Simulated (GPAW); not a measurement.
CdTe: band structure with revTPSS

**Experimental background.**

A printed reference work, data compilation reports, for a bulk crystal of CdTe at 0 K: band gap 1.607 eV.

CdTe:

```
CELL_PARAMETERS angstrom
0.00000 3.20500 3.20500
3.20500 0.00000 3.20500
3.20500 3.20500 0.00000
ATOMIC_POSITIONS crystal
Te 0.75000 0.75000 0.75000
Cd 0.00000 0.00000 0.00000
```

```
Program                   : GPAW 26.7.0
Task                      : band structure
Functional                : revTPSS
Potentials or basis       : GPAW PAW data sets (gpaw-data 1.2.1)
Cutoff                    : 600 eV
Basis                     : pw
k mesh                    : 6 × 6 × 6
Occupations               : fermi-dirac, width 0.05 eV
Spin                      : spin-orbit coupling, no magnetisation
Eigensolver               : davidson
Maxiter                   : 150
Band path                 : GXWKGLUWLK,UX
Band points               : 80
spin axis theta (degrees) : 0
spin axis phi (degrees)   : 0
Soc after scf             : second variation without the xc potential
```

* Pressure: 2.3 GPa
* Band gap on the k mesh: 0.76 eV, direct
* Band gap along the path: 0.76 eV, direct

Levels at the corners of the path, in eV from the valence-band top:
| point | band 16 | band 17 | band 18 | band 19 | band 20 | band 21 |
| --- | --- | --- | --- | --- | --- | --- |
| Γ | 0.00 | 0.00 | 0.00 | 0.76 | 0.76 | 4.13 |
| X | -2.53 | -2.16 | -2.16 | 2.26 | 2.26 | 2.44 |
| W | -2.66 | -2.65 | -2.63 | 3.94 | 4.39 | 4.39 |
| K | -2.96 | -1.99 | -1.95 | 2.62 | 2.65 | 4.24 |
| Γ | 0.00 | 0.00 | 0.00 | 0.76 | 0.76 | 4.13 |
| L | -1.44 | -0.87 | -0.87 | 1.68 | 1.68 | 4.89 |
| U | -2.96 | -1.99 | -1.95 | 2.62 | 2.65 | 4.24 |
| W | -2.66 | -2.65 | -2.63 | 3.94 | 4.39 | 4.39 |
| L | -1.44 | -0.87 | -0.87 | 1.68 | 1.68 | 4.89 |
| K | -2.96 | -1.99 | -1.95 | 2.62 | 2.65 | 4.24 |
| U | -2.96 | -1.99 | -1.95 | 2.62 | 2.65 | 4.24 |
| X | -2.53 | -2.16 | -2.16 | 2.26 | 2.26 | 2.44 |

Wall time 2.1 min on 1 thread of AMD EPYC 9R45 96-Core Processor (Zen 5), with other jobs on the host, peak memory 0.48 GiB.

Measured gap of CdTe: 1.607 eV (0 K; a printed reference work, data compilation). This calculation gives 0.76 eV (-0.85 eV). The value is that of revTPSS, without temperature or zero-point motion.

Caveat: spin-orbit coupling was added after a scalar SCF, so levels and gaps hold it while energy, forces, pressure and moments don't; this program's spin-orbit splittings come out too wide for heavy elements; the PAW data sets were made with another functional, which shifts forces and pressure a little.
